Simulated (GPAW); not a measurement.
# BN (F-43m) in GPAW: dielectric tensor with PBE

Aim: the dielectric tensor of BN with PBE.

All numbers are computed with GPAW 26.7.0; they aren't measurements. Logs are shortened: lines on timing, memory, paths and dates and some standing lists are left out, and cuts for length are marked. The log counts tension as positive stress, the text compression.

**What was measured.**

A printed reference work, monograph reports, for a bulk crystal of BN at 300 K: band gap 6.4 eV (indirect).

The results are compared with them further down.

### 1 The structure

The structure is cubic, space group F-43m (No. 216). The conventional cell has a = 3.626 Å, b = 3.626 Å, c = 3.626 Å, α = 90.00°, β = 90.00°, γ = 90.00°. N (site symmetry -43m) is surrounded by 4 B at 1.57 Å. Around B (site symmetry -43m) lie 4 N at 1.57 Å.

The cell is a database's computed one.

### 2 Dielectric tensor, PBE

run.py reads:

```python
import numpy as np
from ase import Atoms
from ase.dft.bandgap import bandgap
from ase.io import write
from gpaw import GPAW, PW
from gpaw.response.df import DielectricFunction

atoms = Atoms(['N', 'B'],
              cell=[[0.0, 1.813001, 1.813001],
                    [1.813001, 0.0, 1.813001],
                    [1.813001, 1.813001, 0.0]],
              scaled_positions=[[0.25, 0.25, 0.25],
                                [0.0, 0.0, 0.0]],
              pbc=True)

calc = GPAW(mode=PW(600),
            xc='PBE',
            kpts={'size': (10, 10, 10), 'gamma': True},
            occupations={'name': 'fermi-dirac', 'width': 0.001},
            nbands=11,
            convergence={'density': 1e-06},
            maxiter=150,
            txt='gpaw.txt')
atoms.calc = calc
energy = atoms.get_potential_energy()
calc.write('gs.gpw')
write('result.traj', atoms)
print(f'Energy: {energy:.6f} eV')
print('Fermi level:', round(calc.get_fermi_level(), 4), 'eV')
print(f'Gap: {bandgap(calc)[0]:.4f} eV, direct: {bandgap(calc, direct=True)[0]:.4f} eV')

for size in [(22, 22, 22), (32, 32, 32)]:
    name = 'x'.join(str(n) for n in size)
    dense = calc.fixed_density(kpts={'size': size, 'gamma': True},
                               nbands=30, convergence={'bands': 24, 'eigenstates': 1e-7},
                               update_fermi_level=True, txt=f'dense-{name}.txt')
    dense.write(f'{name}.gpw', mode='all')
    df = DielectricFunction(f'{name}.gpw', frequencies=np.array([0.0]), hilbert=False, eta=0.001,
                            ecut=80, nbands=24, intraband=False, txt=f'df-{name}.txt')
    for xc in ['RPA', 'LR0.1', 'LR0.3']:
        for direction in ['x', 'y', 'z', [0, 1, 1], [1, 0, 1], [1, 1, 0]]:
            e0, e = df.get_macroscopic_dielectric_constant(xc=xc, direction=direction)
            print(f'{name} {xc} {direction}: {e0:.4f} without, {e:.4f} with local fields')
```

Potentials or basis: GPAW PAW data sets (gpaw-data 1.2.1), pw.

Started as:

```sh
$ OMP_NUM_THREADS=1 python run.py
```

gpaw.txt:

```text
__  _  _
 | _ |_)|_||  |
 |__||  | ||/\| - 26.7.0

Input parameters:
  mode=PW(ecut=600.0),
  convergence={'density': 1e-06},
  kpts=MonkhorstPack(size=(10, 10, 10), gamma=True),
  maxiter=150,
  nbands=11,
  occupations=Occupations(name='fermi-dirac', width=0.001),
  xc=XC(name='PBE')

Diagonalizing LCAO Hamiltonian
Converting LCAO to pw mode

          N
       B

Atoms  # Å, Bohr magnetons
|   | symbol |        x |        y |        z |    initial magnetic moments |
|---|--------|----------|----------|----------|-----------------------------|
| 0 |      N | 0.906501 | 0.906501 | 0.906501 | ( 0.0000,  0.0000,  0.0000) |
| 1 |      B | 0.000000 | 0.000000 | 0.000000 | ( 0.0000,  0.0000,  0.0000) |

Unit cell  # Å
| periodic |        x |        y |        z |  lengths |    angles |
|----------|----------|----------|----------|----------|-----------|
|      yes | 0.000000 | 1.813001 | 1.813001 | 2.563971 | 60.000000 |
|      yes | 1.813001 | 0.000000 | 1.813001 | 2.563971 | 60.000000 |
|      yes | 1.813001 | 1.813001 | 0.000000 | 2.563971 | 60.000000 |

Number of symmetries: 24
Symmetry operations  # r_c * U_cc + t_c -> r_c
|    | kind |            matrix            |
|----|------|------------------------------|
|  0 |  E   |  1, 0, 0,  0, 1, 0,  0, 0, 1 |
|  1 |  σ   |  1, 0, 0,  0, 0, 1,  0, 1, 0 |
|  2 |  σ   |  1, 0,-1,  0, 1,-1,  0, 0,-1 |
|  3 |  C3  |  1, 0,-1,  0, 0,-1,  0, 1,-1 |
|  4 |  C3  |  1,-1, 0,  0,-1, 1,  0,-1, 0 |
|  5 |  σ   |  1,-1, 0,  0,-1, 0,  0,-1, 1 |
|  6 |  σ   |  0, 1, 0,  1, 0, 0,  0, 0, 1 |
|  7 |  C3  |  0, 1, 0,  0, 0, 1,  1, 0, 0 |
|  8 |  C2  |  0, 1,-1,  1, 0,-1,  0, 0,-1 |
|  9 |  S4  |  0, 1,-1,  0, 0,-1,  1, 0,-1 |
| 10 |  C3  |  0, 0, 1,  1, 0, 0,  0, 1, 0 |
| 11 |  σ   |  0, 0, 1,  0, 1, 0,  1, 0, 0 |
| 12 |  S4  |  0, 0,-1,  1, 0,-1,  0, 1,-1 |
| 13 |  C3  |  0, 0,-1,  0, 1,-1,  1, 0,-1 |
| 14 |  S4  |  0,-1, 1,  1,-1, 0,  0,-1, 0 |
| 15 |  C2  |  0,-1, 1,  0,-1, 0,  1,-1, 0 |
| 16 |  C3  |  0,-1, 0,  1,-1, 0,  0,-1, 1 |
| 17 |  S4  |  0,-1, 0,  0,-1, 1,  1,-1, 0 |
| 18 |  S4  | -1, 1, 0, -1, 0, 1, -1, 0, 0 |
| 19 |  C3  | -1, 1, 0, -1, 0, 0, -1, 0, 1 |
| 20 |  C3  | -1, 0, 1, -1, 1, 0, -1, 0, 0 |
| 21 |  S4  | -1, 0, 1, -1, 0, 0, -1, 1, 0 |
| 22 |  σ   | -1, 0, 0, -1, 1, 0, -1, 0, 1 |
| 23 |  C2  | -1, 0, 0, -1, 0, 1, -1, 1, 0 |

BZ-sampling:
  Number of BZ points: 1000
  Number of IBZ points: 47

  Monkhorst-Pack size: [10, 10, 10]
  Monkhorst-Pack shift: [0.05, 0.05, 0.05]

K-points  # in reciprocal-cell coordinates
|     |                                coordinates |     weight |
|-----|--------------------------------------------|------------|
|   0 | (  0.00000000,   0.00000000,   0.00000000) | 0.00100000 |
|   1 | (  0.10000000,   0.10000000,   0.00000000) | 0.00600000 |
|   2 | (  0.10000000,   0.10000000,   0.10000000) | 0.00800000 |
|   3 | (  0.20000000,   0.10000000,   0.10000000) | 0.01200000 |
|   4 | (  0.20000000,   0.20000000,   0.00000000) | 0.00600000 |
|   5 | (  0.20000000,   0.20000000,   0.10000000) | 0.02400000 |
|   6 | (  0.20000000,   0.20000000,   0.20000000) | 0.00800000 |
|   7 | (  0.30000000,   0.20000000,   0.10000000) | 0.02400000 |
|   8 | (  0.30000000,   0.20000000,   0.20000000) | 0.02400000 |
|   9 | (  0.30000000,   0.30000000,   0.00000000) | 0.00600000 |
| ... |                                            |            |
|  46 | (  0.50000000,   0.50000000,   0.50000000) | 0.00400000 |

Plane wave coefficients: 411
Cutoff: 600.0 eV

Spin-components: 1 (collinear spins)
Bands:           11
Projectors:      10
Spin-degeneracy: 2
Datatype:        complex128

Parallelization:
  kpt:    1
  domain: 1
  band:   1

Density:
  Valence electrons: 8.0
  Components: 1
  Grid points: [15 15 15]
  Charge: 0.0  # |e|

Potential:
  Grid points: [15 15 15]

species:
  N:
    name:    Nitrogen
    Z:       7.0
    valence: 5
    core:    2
    charge:  0.0  # [|e|]
    compensation charges:
      type: gauss
      rc: 0.18  # [Å]
      lmax: 2
    cutoffs:
      filter: 1.11  # [Å]
      core: 0.96  # [Å]
    projectors
    | kind |    occ | energy [eV] | rcut [Å] |
    |------|--------|-------------|----------|
    |   2s |  2.000 |     -18.583 |    0.603 |
    |   2p |  3.000 |      -7.089 |    0.529 |
    |    s |        |       8.629 |    0.603 |
    |    p |        |      20.123 |    0.529 |
    |    d |        |       0.000 |    0.577 |

    Using partial waves for N as LCAO basis

  B:
    name:    Boron
    Z:       5.0
    valence: 3
    core:    2
    charge:  0.0  # [|e|]
    compensation charges:
      type: gauss
      rc: 0.20  # [Å]
      lmax: 2
    cutoffs:
      filter: 1.14  # [Å]
      core: 1.38  # [Å]
    projectors
    | kind |    occ | energy [eV] | rcut [Å] |
    |------|--------|-------------|----------|
    |   2s |  2.000 |      -9.443 |    0.635 |
    |   2p |  1.000 |      -3.606 |    0.635 |
    |    s |        |      17.768 |    0.635 |
    |    p |        |      23.605 |    0.635 |
    |    d |        |       0.000 |    0.635 |

    Using partial waves for B as LCAO basis

Reference energy: -2151.211071  # eV

eigensolver:
  PPCG
  Converge bands: occupied
  niter=2

density mixing:
  MSR1-Mixer
  Pratt-step length: 0.05
  Maximum mixing coefficient: 0.75
  Old densities: 10
  SVD Regularization: 0.005
  Good broyden scale: 1.0
  Trust region scale: 1.0
  Backstep threshold: 4.0
  History deletion threshold: 6.0
  Fourier metric: weight=20.0, sigma=0.015

occupation numbers:
  Fermi-Dirac:
    width: 0.0010  # eV

poisson solver:
  ecut: 4800.0  # eV

xc functional:
  name: PBE with 2 nearest neighbor stencil

convergence criteria:
- Maximum integral of absolute [dens]ity change: 1e-06 electrons / valence electron
- Maximum [total energy] change in last 3 cyles: 0.0005 eV / valence electron
- Maximum integral of absolute [eigenst]ate change: 4e-08 eV^2 / valence electron
maximum number of iterations: 150

SCF iterations
|iter     | |      energy | eigst |  dens |
|---------|-|-------------|-------|-------|
|iter:   1| |  -18.114678 | +0.06 |       |
|iter:   2| |  -17.949524 | -2.14 | -0.75 |
|iter:   3| |  -17.329988 | -1.41 | -0.79 |
|iter:   4| |  -17.322454 | -3.00 | -1.38 |
|iter:   5| |  -17.322092 | -3.51 | -1.83 |
|iter:   6| |  -17.322154c| -5.49 | -2.59 |
|iter:   7| |  -17.322154c| -7.16 | -3.56 |
|iter:   8| |  -17.322154c| -8.93c| -4.30 |
|iter:   9| |  -17.322154c| -8.84c| -5.42 |
|iter:  10| |  -17.322154c| -9.89c| -6.12c|

Converged in 10 steps
Energy contributions relative to reference atoms: (reference = -2151.211071)

Energy contributions:
  Kinetic:          14.595342
  Coulomb:         -13.806172
  Zero:              0.000263
  External:          0.000000
  Xc:              -18.111587
  Entropy:          -0.000000
  Spinorbit:         0.000000
  ----------------------------
  Free energy:     -17.322154
  Extrapolated:    -17.322154

dipole moment: (-7.320902, -7.320902, -7.320902)  # |e|*Ang

Fermi level: 12.171
Eigenvalues  # (at kpt = [0.000, 0.000, 0.000])
| band index |      eig [eV] | occ [0-2] |
|------------|---------------|-----------|
|          0 |       -10.185 |     2.000 |
|          1 |         9.961 |     2.000 |
|          2 |         9.961 |     2.000 |
|          3 |         9.962 |     2.000 |
|          4 |        18.744 |     0.000 |
|          5 |        18.744 |     0.000 |
|          6 |        18.744 |     0.000 |
|          7 |        20.144 |     0.000 |
|          8 |        34.548 |     0.000 |
|          9 |        37.736 |     0.000 |
|         10 |        37.892 |     0.000 |

Gap: 4.445 eV
Transition (v -> c):
  (s=0, k=0, n=3, [0.00, 0.00, 0.00]) -> (s=0, k=41, n=4, [0.50, 0.50, 0.00])
Direct/indirect transitions are different
Direct gap: 8.782 eV
Transition at: (s=0, k=0, n=3, [0.00, 0.00, 0.00])
# Writing to gs.gpw (mode='')
```

df-22x22x22.txt:

```text
FrequencyGridDescriptor(from 0.000 to 0.000 eV, 1 points)
FrequencyGridDescriptor(from 0.000 to 0.000 eV, 1 points)

Calculating chi0 body with:
    Ground state adapter containing:
    Number of spins: 1
    Number of kpoints: 10648
    Number of irreducible kpoints: 328
    Number of completely occupied states: 4
    Number of partially occupied states: 4

    Linear response parametrization:
    q_c: [0.0, 0.0, 0.0]
    Number of frequency points: 1
[... 34 lines left out ...]

Integral kind: response function wings

Finished calculating chi0

Calculating LR kernel with alpha = 0.1
Calculating LR kernel with alpha = 0.1
Calculating LR kernel with alpha = 0.1
Calculating LR kernel with alpha = 0.1
Calculating LR kernel with alpha = 0.1
Calculating LR kernel with alpha = 0.1
Calculating LR kernel with alpha = 0.3
Calculating LR kernel with alpha = 0.3
Calculating LR kernel with alpha = 0.3
Calculating LR kernel with alpha = 0.3
Calculating LR kernel with alpha = 0.3
Calculating LR kernel with alpha = 0.3
```

Run time: 4.5 min. Hardware: 1 thread of Arm Neoverse V1, shared host; peak memory 0.61 GiB.

Results:

- Free energy: -17.3222 eV
- Band gap on the k mesh: 4.44 eV, indirect (least direct gap 8.78 eV)
- Electronic dielectric tensor (diagonal): 4.52

Electronic dielectric tensor:
```
4.52 0.00 0.00
0.00 4.52 0.00
0.00 0.00 4.52
```

Caveat: the long-wavelength limit can be off by a per cent or two.

### 3 Against experiment

Step 2. Measured gap of BN: 6.4 eV (indirect; 300 K; a printed reference work, monograph). This calculation gives 4.44 eV (-1.96 eV). The value is that of PBE on a finite k mesh, which can miss the band edges, without temperature or zero-point motion. Semilocal functionals fall short of measured gaps as a rule. The cell is a database's relaxed one, not the measured one, which moves gaps too.
